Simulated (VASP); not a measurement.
The system is HfO2.

```
Hf O
1.0
     5.11800    0.00000    0.00000
     0.00000    5.18570    0.00000
    -0.85866    0.00000    5.21387
Hf O
4 8
Direct
  0.27550 0.03970 0.20800
  0.72450 0.53970 0.29200
  0.72450 0.96030 0.79200
  0.27550 0.46030 0.70800
  0.44870 0.75810 0.48010
  0.55130 0.25810 0.01990
  0.55130 0.24190 0.51990
  0.44870 0.74190 0.98010
  0.07420 0.33160 0.34670
  0.92580 0.83160 0.15330
  0.92580 0.66840 0.65330
  0.07420 0.16840 0.84670
```

```yaml
Program: VASP 6.6.1
Task: relaxation of cell and atoms
Functional: LDA
Potentials_or_basis: VASP PAW LDA potentials, release 64 (Hf_pv, O)
Cutoff: 600 eV
k_mesh: 6 × 6 × 6
Occupations: gaussian, width 0.03 eV
Spin: no spin polarisation
```

At the start: pressure -10.5 GPa; volume 11.53 Å³/atom.

Question: How do energy, volume and symmetry change on relaxing?

Answer: Over 29 steps the energy falls by 19.7 meV/atom and the volume is 11.00 Å³/atom (-4.6 %); space group P2_1/c (No. 14, to 0.05 Å).

The path:
| step | energy change (eV) | largest force (eV/Å) | pressure (GPa) | volume (Å³) |
| --- | --- | --- | --- | --- |
| 1 | 0.0000 | 0.4148 | -10.46 | 138.38 |
| 2 | 0.3447 | 0.6996 | 21.77 | 123.85 |
| 3 | -0.2075 | 0.3655 | 0.12 | 132.62 |
| 4 | -0.2076 | 0.3648 | 0.33 | 132.51 |
| 5 | -0.2210 | 0.3492 | 0.01 | 132.34 |
| 6 | -0.2231 | 0.1947 | 0.08 | 132.38 |
| 7 | -0.2294 | 0.0734 | -0.04 | 132.43 |
| 8 | -0.2297 | 0.0828 | -0.07 | 132.44 |
| 9 | -0.2316 | 0.0283 | 0.02 | 132.37 |
| 10 | -0.2318 | 0.0342 | 0.05 | 132.35 |
| 11 | -0.2322 | 0.0277 | -0.06 | 132.40 |
| 12 | -0.2322 | 0.0338 | -0.13 | 132.44 |
| 13 | -0.2325 | 0.0323 | 0.03 | 132.36 |
| 14 | -0.2325 | 0.0339 | 0.17 | 132.29 |
| 15 | -0.2328 | 0.0284 | 0.10 | 132.31 |
| 16 | -0.2330 | 0.0313 | -0.07 | 132.36 |
| 17 | -0.2332 | 0.0249 | -0.05 | 132.33 |
| 18 | -0.2338 | 0.0256 | -0.01 | 132.26 |
| 19 | -0.2343 | 0.0361 | 0.07 | 132.13 |
| 20 | -0.2345 | 0.0325 | 0.02 | 132.13 |
| 21 | -0.2350 | 0.0362 | -0.13 | 132.13 |
| 22 | -0.2350 | 0.0814 | -0.43 | 132.13 |
| 23 | -0.2352 | 0.0558 | -0.28 | 132.13 |
| 24 | -0.2355 | 0.0391 | -0.17 | 132.06 |
| 25 | -0.2357 | 0.0253 | 0.13 | 131.89 |
| 26 | -0.2357 | 0.0247 | 0.09 | 131.91 |
| 27 | -0.2358 | 0.0192 | 0.04 | 131.93 |
| 28 | -0.2359 | 0.0117 | -0.04 | 131.96 |
| 29 | -0.2358 | 0.0093 | -0.07 | 131.98 |

Final structure:
```xyz
12
Lattice="5.0306 0.0000 -0.0077 0.0000 5.1251 0.0000 -0.8519 0.0000 5.1202" Properties=species:S:1:pos:R:3 pbc="T T T"
Hf    1.2206    0.2173    1.0629
Hf    3.3840    2.7798    1.4895
Hf    2.9580    4.9078    4.0496
Hf    0.7947    2.3453    3.6230
O     1.8340    3.8884    2.4658
O     2.7706    1.3258    0.0866
O     2.3446    1.2367    2.6467
O     1.4080    3.7993    5.0259
O     0.0829    1.7529    1.7233
O     4.5217    4.3154    0.8290
O     4.0958    3.3722    3.3891
O    -0.3431    0.8097    4.2834
```
